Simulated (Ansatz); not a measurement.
Crystal: Pb.

```
Pb
1.0
    -1.97966    1.97966    1.97966
     1.97966   -1.97966    1.97966
     1.97966    1.97966   -1.97966
Pb
1
Cartesian
  0.0000 0.0000 0.0000
```

This isn't the form of Pb at room conditions, which is fcc.

Below is the output of Ansatz 0.2.0 for this cell. Logs are shortened: lines on timing, memory, paths and dates and some standing lists are left out, and cuts for length are marked.

```text
Warning: RAYON_NUM_THREADS=2 ignored (pool sized by the plan → 2); use --threads N
scf.n_extra_bands = 6 over 14 filled bands (N_el = 14.0): the run solves 20 bands
Engine: ansatz 0.2.0, x86_64-unknown-linux-gnu
Pseudopotentials: kind: paw_fr
Pseudopotential: Pb, paw_fr, valence charge 14, recommended cutoff 420 eV (normal), Pb.paw.azcp#standard-fr
Functional definition: PBEsol
  exchange = pbesol_x
  correlation = pbesol_c
non-collinear run that drives no moment, with spin-orbit: no starting moment large enough to seed its density (crystal.atoms[].spin), no starting occupations that ask for one, no magnetisation constraint and no magnetic field, so the semilocal B_xc is pinned to zero
Crystal: 1 atoms, lattice volume = 31.034 Å³
Basis set: ecut = 420 eV, 603 PW (Γ), exchange–correlation on 48×48×48 points (8 copies of the dense FFT grid, shifted against one another)
Bands: 20, of which v1, the nominal top of the filled ones, is band 14 counted from 1 (13 counted from 0)
Symmetry: 48 space group operations + 48 with time reversal
Magnetic group: BNS 229.141 (UNI 1643), of the structure as read, at distance tolerance 3.1e-5 Å
k-points: 35 of 729
Projection manifold: j_resolved (fully-relativistic pseudo-atomic orbitals)
Non-local potential: Pb, projectors of the file, l = 0: 2, l = 1: 4, l = 2: 4, l = 3: 4
PAW form: soft (Blöchl's): semilocal exchange-correlation on the pseudo side does not see the compensation charge
PAW frozen core: Pb, regenerated for the run's functional, and the local potential with it (the file was generated under x = pbe(κ = 0.804, μ = 0.2195149727645171), c = pbe(β = 0.06672455060314922))
PAW one-centre angular grid: Pb, 590 points (default); XC on 96 Gauss nodes
Initial density: superposition of atomic densities (chi_scale 0.1, normalization cell)
Initial wavefunctions: pseudopotential atomic-orbital guess
Functional: x = pbesol(κ = 0.804, μ = 0.12345679012345678), c = pbesol(β = 0.046)
SCF iter   1: F=—  HF=-11792.694234 eV  |F-HF|=—  |Δ(HF+E_count)|=         —  Δρ=6.89e-3  dr2=2.15e-2  dr2_m=0.00e0 (ungated)  ethr=3.10e-3  |M|=0.00e0 ∫|m|=0.00e0 μB  |m|>n=0.0e0 m-floor=0.0e0 τ_xc=0.0e0  β_m=0.30  ⟨swp⟩=10.9  Hψ=2550  notcnv=0
preconditioner: auto → Kerker (q_TF=auto, 2.389 Å⁻¹)  [metal: Δε(μ)=0.080 eV  Ē_g=18.208 eV  σ=0.050 eV  W_gap=0.38  n_scr=12 (ndim 8)  ℏωp=24.9 eV  f_vac=0.000  D(μ)=1.41/eV (n_scr^D=12)]
spin=Noncollinear: Kerker preconditioning applied to the charge; magnetization (m_x, m_y, m_z) channels mix plain (no charge-response kernel on spin).
[... 7 lines left out ...]
SCF 1 converged in 8 iterations: F = -11792.683459 eV  dr2 = 1.47e-9
  greatest PAW one-centre occupation: 0.977 electrons in one spin orbital (limit 2), on the Pb atom at site 0 (counted from 0), in its partial waves of l = 2
NSCF: frozen V_eff on 86 k-points
SCF converged after 8 iterations
Magnetization: |M| = 0.0000 μB,  M = (+0.0000, +0.0000, +0.0000) μB
Absolute magnetization: 0.0000 μB (∫|m|)
  site 0: m = (+0.0000, +0.0000, +0.0000) μB, |m| = 0.0000 μB  (R = 1.41 Å)
Free energy (F): -11792.683459 eV
Harris-Foulkes:  -11792.683459 eV  (|F-HF|=1.33e-10)
Internal energy: -11792.672715 eV  (E = F + TS)
E sigma→0 (E₀):  -11792.678087 eV
Entropy (-TS):   -0.010745 eV (-10.745 meV/atom)
Fermi energy:    10.340365 eV
--- Per-component energies (eV) ---
  E_band       = -42.062997
  E_kinetic    = 289.889754
  E_local      = -1033.815866  (includes V_loc(G=0)·N_el)
  E_nonlocal   = 352.596737
  E_hartree    = 409.378279
  E_xc         = -219.001095
  E_vxc        = -132.819174  (∫ρ·V_xc dr)
  E_paw        = -10294.713558  (= ΣΔE_a)
  E_vpaw       = -336.672024  (= ΣTr[D̂ρ^β])
  E_aug_tail   = 0.000043  (compensation charges beyond the density's cutoff)
  E_ewald      = -1297.081552
  E_core_change = 0.074543  (= ΣΔE_core)
  E_smearing   = -0.010745  (= −TS)
  E_closure    = -0.000000  (closes the sum)
  Σ components = -11792.683459   (vs F -11792.683459, Δ=0.00e0)
--- Forces (eV/Å), atoms counted from 1 ---
  atom   1  Pb     0.00000000    -0.00000000     0.00000000
  max |Σ_I F_I| component: 9.70e-31 eV/Å
--- Stress (GPa, compression-positive) ---
       -1.105441       0.000000       0.000000
        0.000000      -1.105441       0.000000
       -0.000000       0.000000      -1.105441
  P = ⅓ Tr σ = -1.1054 GPa (-11.054 kbar)
--- Band table (eV; the first three rows and the last of 35) ---
  k-point 0: bands = ["-7.9115", "-7.9115", "-7.9115", "-7.9115", "-5.4463", "-5.4463", "-5.2878", "-5.2878", "-5.2878", "-5.2878", "-1.1122", "-1.1122", "15.3435", "15.3435", "18.9042", "18.9042", "18.9042", "18.9042", "21.5045", "21.5045"]
  k-point 1: bands = ["-7.9097", "-7.9097", "-7.9007", "-7.9007", "-5.4305", "-5.4305", "-5.2975", "-5.2975", "-5.2743", "-5.2743", "-0.8673", "-0.8673", "14.4489", "14.4489", "17.1042", "17.1042", "18.2830", "18.2830", "20.2633", "20.2633"]
  k-point 2: bands = ["-7.9057", "-7.9057", "-7.8756", "-7.8756", "-5.3970", "-5.3970", "-5.3191", "-5.3191", "-5.2354", "-5.2354", "-0.1345", "-0.1345", "11.9021", "11.9021", "15.2895", "15.2895", "17.1667", "17.1667", "19.0509", "19.0509"]
  k-point 34: bands = ["-7.8432", "-7.8432", "-7.8409", "-7.8409", "-5.3247", "-5.3247", "-5.3209", "-5.3209", "-5.0835", "-5.0835", "4.9636", "4.9636", "8.8614", "8.8614", "10.5434", "10.5434", "10.7721", "10.7721", "15.1027", "15.1027"]
```

Question: What input gives this log?

Answer: Band structure with PBEsol, spin-orbit coupling, no magnetisation. The files as run (others can give the same):

input.yaml
```yaml
crystal:
  lattice:
    - [-1.9796595667, 1.9796595667, 1.9796595667]
    - [1.9796595667, -1.9796595667, 1.9796595667]
    - [1.9796595667, 1.9796595667, -1.9796595667]
  atoms:
    - { symbol: Pb, position: [0.0, 0.0, 0.0] }
hamiltonian:
  xc: pbesol
  pseudopotentials: { kind: paw_fr }
magnetization:
  noncollinear: true
  spin_orbit: true
kpoints:
  mp_grid: { grid: [9, 9, 9] }
  band_path:
    path:
      - [[0.0, 0.0, 0.0], [0.5, -0.5, 0.5], [0.0, 0.0, 0.5], [0.0, 0.0, 0.0], [0.25, 0.25, 0.25], [0.5, -0.5, 0.5]]
      - [[0.25, 0.25, 0.25], [0.0, 0.0, 0.5]]
    npoints: 14
scf:
  occupations: { method: fermi_dirac, width: 0.05 }
  n_extra_bands: 6
output:
  forces: true
  stress: true
  eigenvalues: true
  fatbands: false
  write_density: true
  write_potential: true
  elf: true
  volumetric_format: npy
```

Potentials or basis: Ansatz PAW.
Command:
```sh
$ ansatz run input.yaml --threads 2 --pin off --max-ram 5632MiB --backend cpu --events-out ev --progress --plain --runs-dir out
```

Caveat: the PAW data sets come from PBE, with cores solved anew for the run's functional, which leaves a small shift of forces and pressure.
